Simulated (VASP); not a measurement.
**A VASP 6.6.1 single-point calculation on MgO**

INCAR

```
GGA = PE
LASPH = .TRUE.
LWAVE = .FALSE.
SIGMA = 0.01
NELM = 59
NELMIN = 8
NBANDS = 16
EDIFF = 1E-7
LREAL = .FALSE.
PREC = Accurate
NSW = 0
ENCUT = 520
ISMEAR = 1
ISIF = 2
LCHARG = .FALSE.
IBRION = -1
```

KPOINTS

```
KPOINTS created by Atomic Simulation Environment
0
Gamma
4 4 2
0 0 0
```

POSCAR

```
Mg O
 1.0000000000000000
     3.2882172281021651   -0.0000000000288675    0.0000000000000000
    -1.6441086140260825    2.8476796527125590    0.0000000000000000
     0.0000000000000000    0.0000000000000000    4.8833352865000004
 Mg  O
   2   2
Cartesian
  0.0000000000166668  1.8984531017987503 -0.0739727679191212
  1.6441086140594161  0.9492265508849416  2.3676948753308795
  0.0000000000166668  1.8984531017987503  1.9052235003566216
  1.6441086140594161  0.9492265508849416  4.3468911436066229
```

The recommended PBE PAW datasets give the neutral cell 16 valence electrons.

Command

```
mpirun -np 1 vasp_std
```

**Question.** How does this run end, and what does it give?

**Answer.** It converged. Results: gap between bands v and c on the k mesh 3.58 eV; least direct gap on the k mesh 3.58 eV; pressure 7.0 GPa; largest force 0.02 eV/Å. Band v is the last that the valence electrons fill when counted band by band, and c is the next.

OSZICAR

```
N       E                     dE             d eps       ncg     rms          rms(c)
DAV:   1     0.570569882122E+02    0.57057E+02   -0.74175E+03   256   0.880E+02
DAV:   2    -0.240948212487E+02   -0.81152E+02   -0.75893E+02   352   0.198E+02
DAV:   3    -0.277433435138E+02   -0.36485E+01   -0.36441E+01   280   0.432E+01
DAV:   4    -0.277578216958E+02   -0.14478E-01   -0.14478E-01   312   0.315E+00
DAV:   5    -0.277578945037E+02   -0.72808E-04   -0.72808E-04   288   0.209E-01    0.117E+01
DAV:   6    -0.235152405363E+02    0.42427E+01   -0.11978E+01   256   0.262E+01    0.375E+00
DAV:   7    -0.234740298993E+02    0.41211E-01   -0.15074E-01   264   0.311E+00    0.219E+00
DAV:   8    -0.234693111235E+02    0.47188E-02   -0.90081E-02   256   0.330E+00    0.495E-01
DAV:   9    -0.234669206049E+02    0.23905E-02   -0.31943E-03   304   0.518E-01    0.169E-01
DAV:  10    -0.234676321517E+02   -0.71155E-03   -0.15083E-03   264   0.254E-01    0.317E-02
DAV:  11    -0.234676517825E+02   -0.19631E-04   -0.13841E-05   296   0.285E-02    0.196E-02
DAV:  12    -0.234676525601E+02   -0.77761E-06   -0.81033E-06   256   0.249E-02    0.346E-03
DAV:  13    -0.234676525192E+02    0.40852E-07   -0.71097E-07   272   0.691E-03
   1 F= -.23467653E+02 E0= -.23467659E+02  d E =0.181185E-04
```

For comparison, a separate PBE run of the intended cell, on usual settings and not on those above, gives a gap of 3.58 eV on its mesh and a pressure of 7.0 GPa.
